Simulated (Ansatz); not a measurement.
SiC (P6_3mc) under several functionals

**Experimental background.**

A printed reference work, textbook reports, for a bulk crystal of SiC at 300 K: lattice constant a 3.0806 Å; lattice constant c 15.1173 Å.

Plane-wave DFT in Ansatz with scalar-relativistic PAW potentials. The same structure was relaxed (cell and atoms, symmetry kept) in separate runs at each level. No spin polarisation.

Q: How do the levels LDA, PBE, PBEsol, r2SCAN compare?

A:
```csv
level,cutoff (eV),k mesh,V (Å³/atom),a (Å),c (Å),gap (eV)
LDA,420,12×12×2,10.140,3.059,15.012,1.98
r2SCAN,500,12×12×2,10.332,3.078,15.107,2.39
PBEsol,420,12×12×2,10.335,3.079,15.108,1.92
PBE,420,12×12×2,10.499,3.095,15.187,2.03
```

The usual order of volumes, LDA < PBEsol < PBE, holds here (10.140, 10.335, 10.499 Å³/atom). As a rule LDA overbinds; PBEsol, built on the gradient expansion of slowly varying densities, lies between LDA and PBE; PBE's stronger gradient term for exchange weakens bonds. r2SCAN lies 1.6 % under PBE in volume. Each gap belongs to its own cell, so it mixes the functional's effect with that of the volume; gaps are the least found on the k mesh or on a band path.

For PBE: A measured lattice constant a of SiC is 3.0806 Å (300 K; a printed reference work, textbook); the calculated 3.095 Å misses it by +0.5 %. Measured lattice constant c of SiC: 15.1173 Å (300 K; a printed reference work, textbook). This calculation gives 15.187 Å (+0.5 %). The calculations are for 0 K without zero-point motion.

Cost: 4 runs of about 10 core-minutes in all, on AMD EPYC (Zen 3), Intel Xeon Processor @ 2.50GHz (Skylake/Cascade Lake), Intel Xeon Processor @ 2.70GHz (shared hosts).